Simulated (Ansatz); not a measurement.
AlN (rocksalt), relaxed with r2SCAN in Ansatz 0.2.0. The symmetry is Fm-3m (No. 225, cubic); conventional cell a = 4.038 Å, 8.23 Å³ an atom. Al is surrounded by 6 N at 2.02 Å; N is surrounded by 6 Al at 2.02 Å.

The axes x, y and z are those of this cell:
```
Al N
1.0
     0.00000    2.01887    2.01887
     2.01887    0.00000    2.01887
     2.01887    2.01887    0.00000
Al N
1 1
Direct
  0.00000 0.00000 0.00000
  0.50000 0.50000 0.50000
```

Unstrained: The PBE gap is indirect, 4.669 eV (Γ to X), below the direct gap of 5.726 eV at Γ. r2SCAN gives an indirect gap of 5.522 eV, from Γ to X; the least direct gap is 6.530 eV at Γ. With HSE06 the valence top lies at Γ and the conduction bottom at X, 6.083 eV higher; the smallest vertical gap, at Γ, is 7.266 eV. Meshes: PBE 10×10×10, r2SCAN 10×10×10, HSE06 8×8×8. Strains are changes of length per length. After each strain the atoms were relaxed again with r2SCAN within the symmetry that the strain leaves, so tilts or polar shifts that break it weren't tested; points keep the names that they have in the unstrained zone. Simulation only: spin-unpolarised, and no claim that this is the phase found in nature.

Question: Apply uniaxial -1.81 % along x, other directions held. How far does the gap move, against the unstrained cell?

Answer: PBE: the gap goes from 4.669 to 4.694 eV (+0.025 eV); with r2SCAN the top three valence levels at Γ, degenerate before, become 2+1 from the top over 138 meV. r2SCAN: the gap goes from 5.522 to 5.554 eV (+0.032 eV). HSE06: the gap goes from 6.083 to 6.111 eV (+0.028 eV). The r2SCAN energy rises by 4.2 meV an atom.

Question: One strain changed the r2SCAN stress by xx +3.03, yy +3.03, zz +8.34 GPa (compression positive) and the gap by +0.022 eV (PBE), +0.028 eV (r2SCAN), +0.024 eV (HSE06). Which kind of strain was it, and roughly how large?

Answer: Uniaxial -1.62 % along z, other directions held. The pattern of the stress gives the kind; the size needs the stiffness, so it is an estimate.

Question: Estimate what epitaxial +4.76 % in the xy plane, free normal strain -3.22 % does to the gap.

Answer: PBE: the gap goes from 4.669 to 3.594 eV (-1.075 eV); with r2SCAN the top three valence levels at Γ, degenerate before, become 2+1 from the top over 649 meV. r2SCAN: the gap goes from 5.522 to 4.418 eV (-1.104 eV). HSE06: the gap goes from 6.083 to 4.902 eV (-1.181 eV). The r2SCAN energy rises by 48.9 meV an atom.

The meshes of the hybrids are coarse, so their gaps aren't converged to the digits shown.

The splittings at Γ are without spin-orbit coupling, which regroups them where it is of like size or larger.
